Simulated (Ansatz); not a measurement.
# CoO (P3m1) in Ansatz: further runs

One crystal, CoO, is run at these levels: PBEsol; tasks: single point.

Everything below comes from runs of Ansatz 0.2.0. Logs are shortened: lines on timing, memory, paths and dates and some standing lists are left out, and cuts for length are marked.

## (1) Starting point

The structure is hexagonal, space group P6_3mc (No. 186). Conventional cell: a = 3.198 Å, b = 3.198 Å, c = 5.229 Å, α = 90.00°, β = 90.00°, γ = 120.00°. Co (site symmetry 3m) is surrounded by 4 O at 1.93 to 1.97 Å. O (site symmetry 3m) has 4 Co at 1.93 to 1.97 Å as nearest neighbours.

Measurements of this composition are mostly on another form, of space group No. 225.

## (2) Single point, PBEsol

input.yaml

```yaml
crystal:
  lattice:
    - [3.1976457435, 0.0, 0.0]
    - [-1.5988228718, 2.7692424462, 0.0]
    - [0.0, 0.0, 5.22870971]
  atoms:
    - { symbol: Co, position: [0.3333333333, 0.6666666667, 0.50336241] }
    - { symbol: Co, position: [0.0, 0.0, 0.00347414] }
    - { symbol: O, position: [0.3333333333, 0.6666666667, 0.8715556] }
    - { symbol: O, position: [0.0, 0.0, 0.37160885] }
hamiltonian:
  xc: pbesol
  pseudopotentials: { kind: paw }
kpoints:
  mp_grid: { grid: [10, 10, 5] }
scf:
  occupations: { method: fermi_dirac, width: 0.05 }
output:
  forces: true
  stress: true
  eigenvalues: true
```

Potentials or basis: Ansatz PAW.

On the command line:

```
$ ansatz run input.yaml --threads 2 --pin off --max-ram 5632MiB --backend cpu --events-out ev --progress --plain --runs-dir out
```

Log:

```text
Warning: RAYON_NUM_THREADS=2 ignored (pool sized by the plan → 2); use --threads N
Engine: ansatz 0.2.0, x86_64-unknown-linux-gnu
Pseudopotentials: kind: paw
Pseudopotential: Co, paw, valence charge 17, recommended cutoff 420 eV (normal), Co.paw.azcp
Pseudopotential: O, paw, valence charge 6, recommended cutoff 420 eV (normal), O.paw.azcp
Functional definition: PBEsol
  exchange = pbesol_x
  correlation = pbesol_c
Crystal: 4 atoms, lattice volume = 46.301 Å³
Basis set: ecut = 420 eV, 917 PW (Γ), exchange–correlation on 48×48×72 points (8 copies of the dense FFT grid, shifted against one another)
Bands: 28, of which v1, the nominal top of the filled ones, is band 23 counted from 1 (22 counted from 0)
Symmetry: 6 space group operations
Space group: P3m1 (ITA 156), of the structure as read, at distance tolerance 3.6e-5 Å
k-points: 58 of 500 (time reversal used)
Non-local potential: Co, projectors of the file, l = 0: 3, l = 1: 2, l = 2: 3, l = 3: 1
Non-local potential: O, projectors of the file, l = 0: 2, l = 1: 2, l = 2: 1
PAW form: soft (Blöchl's): semilocal exchange-correlation on the pseudo side does not see the compensation charge
PAW frozen core: Co, regenerated for the run's functional, and the local potential with it (the file was generated under x = pbe(κ = 0.804, μ = 0.2195149727645171), c = pbe(β = 0.06672455060314922))
PAW frozen core: O, regenerated for the run's functional, and the local potential with it (the file was generated under x = pbe(κ = 0.804, μ = 0.2195149727645171), c = pbe(β = 0.06672455060314922))
PAW one-centre angular grid: Co, 590 points (default); XC on 64 Gauss nodes
PAW one-centre angular grid: O, 110 points (default); XC on 64 Gauss nodes
Initial density: superposition of atomic densities (neutral atoms: chi_scale 0, normalization atom), corrected by the library's trained network
Initial wavefunctions: pseudopotential atomic-orbital guess
Functional: x = pbesol(κ = 0.804, μ = 0.12345679012345678), c = pbesol(β = 0.046)
SCF iter   1: F=—  HF=-11304.218689 eV  |F-HF|=—  |Δ(HF+E_count)|=         —  Δρ=1.98e-2  dr2=1.00e-1  ethr=1.77e-3  ⟨swp⟩=6.0  Hψ=5955  notcnv=0
preconditioner: auto → LDOS  [metal: Δε(μ)=0.001 eV  Ē_g=7.769 eV  σ=0.050 eV  W_gap=0.00  n_scr=22 (ndim 8)  ℏωp=29.9 eV  f_vac=0.033  D(μ)=6.23/eV (n_scr^D=98)  β→1.0]
SCF iter   2: F=—  HF=-11304.219888 eV  |F-HF|=—  |Δ(HF+E_count)|=   1.20e-3  Δρ=2.42e-2  dr2=9.57e-2  ethr=2.18e-4  ⟨swp⟩=2.6  Hψ=3584  notcnv=0
SCF iter   3: F=—  HF=-11304.190702 eV  |F-HF|=—  |Δ(HF+E_count)|=   2.92e-2  Δρ=3.68e-3  dr2=4.40e-3  ethr=2.08e-4  ⟨swp⟩=2.0  Hψ=2587  notcnv=0
SCF iter   4: F=—  HF=-11304.190620 eV  |F-HF|=—  |Δ(HF+E_count)|=   8.15e-5  Δρ=2.44e-3  dr2=9.89e-4  ethr=9.57e-6  ⟨swp⟩=2.0  Hψ=2164  notcnv=0
SCF iter   5: F=—  HF=-11304.190377 eV  |F-HF|=—  |Δ(HF+E_count)|=   2.43e-4  Δρ=8.03e-4  dr2=2.26e-4  ethr=2.15e-6  ⟨swp⟩=2.4  Hψ=2446  notcnv=0
SCF iter   6: F=—  HF=-11304.190364 eV  |F-HF|=—  |Δ(HF+E_count)|=   1.33e-5  Δρ=1.51e-4  dr2=6.50e-6  ethr=4.91e-7  ⟨swp⟩=1.6  Hψ=2036  notcnv=0
SCF iter   7: F=—  HF=-11304.190425 eV  |F-HF|=—  |Δ(HF+E_count)|=   6.12e-5  Δρ=6.01e-5  dr2=1.17e-6  ethr=1.41e-8  ⟨swp⟩=2.3  Hψ=2442  notcnv=0
SCF iter   8: F=-11304.190425 eV  HF=-11304.190425 eV  |F-HF|=2.44e-8  |Δ(HF+E_count)|=   1.32e-8  Δρ=1.23e-5  dr2=3.71e-8  ethr=2.17e-10  ⟨swp⟩=3.6  Hψ=6598  notcnv=0
SCF 1 converged in 8 iterations: F = -11304.190425 eV  dr2 = 3.71e-8
SCF converged after 8 iterations
Free energy (F): -11304.190425 eV
Harris-Foulkes:  -11304.190425 eV  (|F-HF|=2.44e-8)
Internal energy: -11304.138188 eV  (E = F + TS)
E sigma→0 (E₀):  -11304.164306 eV
Entropy (-TS):   -0.052237 eV (-13.059 meV/atom)
Fermi energy:    10.762550 eV
--- Per-component energies (eV) ---
  E_band       = -743.685964
  E_kinetic    = 1236.270085
  E_local      = -7795.744516  (includes V_loc(G=0)·N_el)
  E_nonlocal   = 1026.462503
  E_hartree    = 3212.502591
  E_xc         = -451.806553
  E_vxc        = -583.618725  (∫ρ·V_xc dr)
  E_paw        = -3273.957960  (= ΣΔE_a)
  E_vpaw       = -1052.074764  (= ΣTr[D̂ρ^β])
  E_aug_tail   = 0.005047  (compensation charges beyond the density's cutoff)
  E_ewald      = -5258.316798
  E_core_change = 0.447414  (= ΣΔE_core)
  E_smearing   = -0.052237  (= −TS)
  E_closure    = 0.000000  (closes the sum)
  Σ components = -11304.190425   (vs F -11304.190425, Δ=0.00e0)
--- Forces (eV/Å), atoms counted from 1 ---
  atom   1  Co    -0.00000000     0.00000000    -0.07504814
  atom   2  Co     0.00000000    -0.00000000    -0.07696026
  atom   3  O     -0.00000000     0.00000000     0.07556255
  atom   4  O      0.00000000    -0.00000000     0.07645854
  max |Σ_I F_I| component: 1.27e-5 eV/Å
--- Stress (GPa, compression-positive) ---
      -24.659679       0.000000       0.000000
        0.000000     -24.659679      -0.000000
        0.000000      -0.000000     -17.165778
  P = ⅓ Tr σ = -22.1617 GPa (-221.617 kbar)
--- Band table (eV; the first three rows and the last of 58) ---
  k-point 0: bands = ["-83.8636", "-83.8619", "-47.3305", "-47.3145", "-47.3145", "-47.3108", "-47.3108", "-47.3074", "-9.4190", "-8.7884", "3.6038", "4.8889", "5.0378", "5.0378", "5.2857", "5.2857", "9.3642", "9.3642", "9.7087", "9.8505", "9.8505", "10.8915", "11.1548", "11.1548", "11.9833", "12.0687", "12.0687", "16.2509"]
  k-point 1: bands = ["-83.8634", "-83.8620", "-47.3283", "-47.3141", "-47.3141", "-47.3111", "-47.3111", "-47.3096", "-9.3602", "-8.8498", "3.6605", "4.6805", "5.0542", "5.0542", "5.2540", "5.2540", "9.4249", "9.4249", "9.8286", "9.8286", "9.9412", "11.0766", "11.2243", "11.2243", "11.9733", "11.9733", "12.0969", "15.4166"]
  k-point 2: bands = ["-83.8630", "-83.8624", "-47.3225", "-47.3154", "-47.3132", "-47.3132", "-47.3120", "-47.3120", "-9.2046", "-9.0096", "3.8667", "4.2453", "5.1042", "5.1042", "5.1805", "5.1805", "9.5751", "9.5751", "9.7352", "9.7352", "10.4832", "10.9901", "11.4354", "11.4354", "11.7268", "11.7268", "12.8535", "14.1008"]
  k-point 57: bands = ["-83.8616", "-83.8614", "-47.3298", "-47.3293", "-47.3235", "-47.3218", "-47.3140", "-47.3132", "-8.6748", "-8.6510", "4.0624", "4.0737", "4.5659", "4.5764", "5.5098", "5.5251", "9.1139", "9.2536", "9.7714", "9.7799", "10.1548", "10.1569", "10.3894", "10.4533", "10.9098", "10.9696", "17.5880", "17.8219"]
```

It took 17 s on 2 threads of Intel Xeon at 2.50GHz (Skylake/Cascade Lake), shared host; peak memory 0.35 GiB.

Results:

- Free energy: -11304.1904 eV
- Pressure: -22.2 GPa
- Largest force: 0.077 eV/Å
- Band gap on the k mesh: none (metal or under the smearing width)

Forces in eV/Å, atoms in the order of the input:
```
Co   0.000  0.000 -0.075
Co   0.000  0.000 -0.077
O    0.000  0.000  0.076
O    0.000  0.000  0.076
```

Stress tensor (GPa, compression positive):
```
-24.66   0.00   0.00
  0.00 -24.66   0.00
  0.00   0.00 -17.17
```

Caveat: the pressure holds a Pulay correction of +0.6 GPa for the finite cutoff; the run has no spin polarisation, though such a crystal can be magnetic; semilocal functionals often make such compounds metallic where correlation or magnetic order opens a gap, which also shifts bond lengths; the PAW data sets come from PBE, with cores solved anew for the run's functional, which leaves a small shift of forces and pressure. With open d or f shells a metallic result of PBEsol can be an artefact of self-interaction; +U or a hybrid may open a gap.

## (3) Single point, PBEsol, collinear spin, ferromagnetic start

Edit input.yaml of step 2 so:

```diff
@@ -6,4 +6,4 @@
   atoms:
-    - { symbol: Co, position: [0.3333333333, 0.6666666667, 0.50336241] }
-    - { symbol: Co, position: [0.0, 0.0, 0.00347414] }
+    - { symbol: Co, position: [0.3333333333, 0.6666666667, 0.50336241], spin: 2.0 }
+    - { symbol: Co, position: [0.0, 0.0, 0.00347414], spin: 2.0 }
     - { symbol: O, position: [0.3333333333, 0.6666666667, 0.8715556] }
@@ -13,2 +13,4 @@
   pseudopotentials: { kind: paw }
+magnetization:
+  spin_polarized: true
 kpoints:
```

Potentials or basis: Ansatz PAW.

On the command line:

```
$ ansatz run input.yaml --threads 2 --pin off --max-ram 5632MiB --backend cpu --events-out ev --progress --plain --runs-dir out
```

Log:

```text
Warning: RAYON_NUM_THREADS=2 ignored (pool sized by the plan → 2); use --threads N
Engine: ansatz 0.2.0, x86_64-unknown-linux-gnu
Pseudopotentials: kind: paw
Pseudopotential: Co, paw, valence charge 17, recommended cutoff 420 eV (normal), Co.paw.azcp
Pseudopotential: O, paw, valence charge 6, recommended cutoff 420 eV (normal), O.paw.azcp
Functional definition: PBEsol
  exchange = pbesol_x
  correlation = pbesol_c
Crystal: 4 atoms, lattice volume = 46.301 Å³
Basis set: ecut = 420 eV, 917 PW (Γ), exchange–correlation on 48×48×72 points (8 copies of the dense FFT grid, shifted against one another)
Bands: 30, of which v1, the nominal top of the filled ones, is band 23 counted from 1 (22 counted from 0)
Symmetry: 6 space group operations
Space group: P3m1 (ITA 156), of the structure as read, at distance tolerance 3.6e-5 Å
Magnetic group: BNS 156.49 (UNI 1279), of the structure as read, at distance tolerance 3.6e-5 Å
k-points: 58 of 500 (time reversal used)
Non-local potential: Co, projectors of the file, l = 0: 3, l = 1: 2, l = 2: 3, l = 3: 1
Non-local potential: O, projectors of the file, l = 0: 2, l = 1: 2, l = 2: 1
PAW form: soft (Blöchl's): semilocal exchange-correlation on the pseudo side does not see the compensation charge
PAW frozen core: Co, regenerated for the run's functional, and the local potential with it (the file was generated under x = pbe(κ = 0.804, μ = 0.2195149727645171), c = pbe(β = 0.06672455060314922))
[... 59 lines left out ...]
  E_paw        = -3275.810276  (= ΣΔE_a)
  E_vpaw       = -1053.012727  (= ΣTr[D̂ρ^β])
  E_aug_tail   = 0.005134  (compensation charges beyond the density's cutoff)
  E_ewald      = -5258.316798
  E_core_change = 0.447414  (= ΣΔE_core)
  E_smearing   = -0.033108  (= −TS)
  E_closure    = -0.000000  (closes the sum)
  Σ components = -11305.005526   (vs F -11305.005526, Δ=0.00e0)
--- Forces (eV/Å), atoms counted from 1 ---
  atom   1  Co     0.00000000    -0.00000000     0.10142056
  atom   2  Co    -0.00000000     0.00000000     0.09594336
  atom   3  O     -0.00000000     0.00000000    -0.09804708
  atom   4  O      0.00000000    -0.00000000    -0.09931531
  max |Σ_I F_I| component: 1.52e-6 eV/Å
--- Stress (GPa, compression-positive) ---
      -10.554332       0.000000       0.000000
        0.000000     -10.554332      -0.000000
        0.000000      -0.000000      -8.592339
  P = ⅓ Tr σ = -9.9003 GPa (-99.003 kbar)
--- Band table (eV; the first three rows and the last of 116) ---
  k-point 0 ↑: bands = ["-85.3313", "-82.6981", "-48.9349", "-48.6615", "-48.6615", "-46.2906", "-46.1208", "-46.1208", "-9.0271", "-8.3099", "3.8400", "4.9682", "4.9682", "5.0090", "5.8615", "5.8615", "8.6743", "8.6743", "9.1875", "9.9651", "9.9651", "10.9130", "10.9130", "10.9978", "12.4591", "12.8830", "12.8830", "16.3188", "18.0324", "24.4548"]
  k-point 1 ↑: bands = ["-85.3313", "-82.6981", "-48.9349", "-48.6615", "-48.6615", "-46.2906", "-46.1208", "-46.1208", "-8.9716", "-8.3684", "3.8711", "4.8362", "4.9690", "4.9690", "5.8411", "5.8411", "8.7072", "8.7072", "9.3103", "9.9838", "9.9838", "10.9235", "10.9235", "11.3240", "12.5283", "12.8377", "12.8377", "15.5485", "18.7826", "23.5817"]
  k-point 2 ↑: bands = ["-85.3313", "-82.6981", "-48.9349", "-48.6615", "-48.6615", "-46.2907", "-46.1208", "-46.1208", "-8.8458", "-8.4992", "3.9880", "4.5006", "4.9708", "4.9708", "5.8088", "5.8088", "8.7616", "8.7616", "9.5408", "10.0085", "10.0085", "10.9491", "10.9491", "11.7280", "12.7602", "12.7602", "13.0606", "14.3023", "20.0924", "21.7307"]
  k-point 57 ↓: bands = ["-85.3309", "-82.6967", "-48.9348", "-48.6744", "-48.6707", "-46.2879", "-46.1358", "-46.1314", "-8.3499", "-8.0625", "4.2632", "4.3757", "4.6706", "5.0137", "5.6047", "5.9434", "8.0630", "8.7342", "9.1728", "9.3228", "9.5555", "10.2523", "10.6257", "11.0066", "11.7059", "11.9052", "17.5689", "18.0578", "18.9450", "19.2584"]
```

Wall time 71 s (2 threads of Intel Xeon at 2.50GHz (Skylake/Cascade Lake), shared host); peak memory 0.47 GiB.

Results:

* Free energy: -11305.0055 eV
* Pressure: -9.9 GPa
* Largest force: 0.101 eV/Å
* Band gap on the k mesh: none (metal or under the smearing width)
* Net moment: 0.00 μB per cell
* Absolute moment: 4.97 μB per cell
* Site moments: Co +2.09, -2.09; O -0.16, +0.16 μB

Forces on the atoms (eV/Å):
```
Co   0.000  0.000  0.101
Co   0.000  0.000  0.096
O    0.000  0.000 -0.098
O    0.000  0.000 -0.099
```

Stress tensor (GPa, compression positive):
```
-10.55   0.00   0.00
  0.00 -10.55   0.00
  0.00   0.00  -8.59
```

Caveat: the pressure holds a Pulay correction of +0.7 GPa for the finite cutoff; semilocal functionals often make such compounds metallic where correlation or magnetic order opens a gap, which also shifts bond lengths; the PAW data sets come from PBE, with cores solved anew for the run's functional, which leaves a small shift of forces and pressure; the starting moments weren't kept.
